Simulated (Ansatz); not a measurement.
# Magnesium, diamond under RPBE: from relaxation to bulk modulus

Aim: take magnesium in the diamond structure, relax it, solve it on a dense k-mesh, then scale the cell to 7 volumes from 88 to 112 % of the relaxed one and try a fit of the equation of state. Spin polarisation is left out. The k-meshes are 9×9×9 for the relaxation; 13×13×13 for the dense run; 9×9×9 for the volumes.

This is Mg in the diamond structure; at room conditions it is hcp.

Program: Ansatz 0.2.0. Level of theory: DFT RPBE, plane waves (420 eV) with PAW, scalar-relativistic; PBE-made PAW files. These are calculated values, not measurements.

## 1. The structure to begin with

The structure is cubic, space group Fd-3m (No. 227). The conventional cell has a = 6.308 Å, b = 6.308 Å, c = 6.308 Å, α = 90.00°, β = 90.00°, γ = 90.00°. Mg (site symmetry -43m) has 4 Mg at 2.73 Å as nearest neighbours.

Structure file:

```
CELL_PARAMETERS angstrom
0.00000 3.15382 3.15382
3.15382 0.00000 3.15382
3.15382 3.15382 0.00000
ATOMIC_POSITIONS crystal
Mg 0.12500 0.12500 0.12500
Mg 0.87500 0.87500 0.87500
```

## 2. Relaxing cell and atoms

input.yaml

```yaml
crystal:
  lattice:
    - [0.0, 3.1538244874, 3.1538244874]
    - [3.1538244874, 0.0, 3.1538244874]
    - [3.1538244874, 3.1538244874, 0.0]
  atoms:
    - { symbol: Mg, position: [0.125, 0.125, 0.125] }
    - { symbol: Mg, position: [0.875, 0.875, 0.875] }
hamiltonian:
  xc: rpbe
  pseudopotentials:
    kind: paw
    azcp:
      Mg: "pseudopotentials/Mg.paw.azcp"
basis:
  ecutwfc: 420
  fft_grid_basis: typed
kpoints:
  mp_grid: { grid: [9, 9, 9], shift: [0, 0, 0] }
magnetization:
  spin_polarized: false
scf:
  occupations: { method: fermi_dirac, width: 0.1 }
relax:
  max_steps: 60
  f_tol: 0.01
  cell: {}
```

Further steps of the session: Dense single point; The cell scaled to 88 % of its volume; The cell scaled to 92 % of its volume; The cell scaled to 96 % of its volume; The cell scaled to 100 % of its volume; The cell scaled to 104 % of its volume; The cell scaled to 108 % of its volume; The cell scaled to 112 % of its volume.

What does the calculation give? Wanted: space group; conventional cell; volume; shortest distance; gap on the mesh; relative to hcp; V₀, B₀, B₀′.

The runs gave:

| quantity | value |
| --- | --- |
| space group (spins left aside) | Fd-3m (No. 227) |
| conventional cell | a = 6.970 Å |
| volume | 42.331 Å³/atom |
| shortest distance | 3.018 Å |
| gap on the mesh | none (levels filled in part) |
| relative to hcp | +757 meV/atom |
| V₀, B₀, B₀′ | 42.180 Å³/atom, 9.9 GPa, 4.2 |

What this shows: The relaxation enlarged the cell by 34.9 % in volume. It lies 757 meV/atom above the element's reference form at the same level (hcp, from a run of its own). Levels at the Fermi energy are filled in part, as in a metal. The fitted modulus is 9.9 GPa, a soft solid. Relaxation kept the symmetry; phonons were not checked.
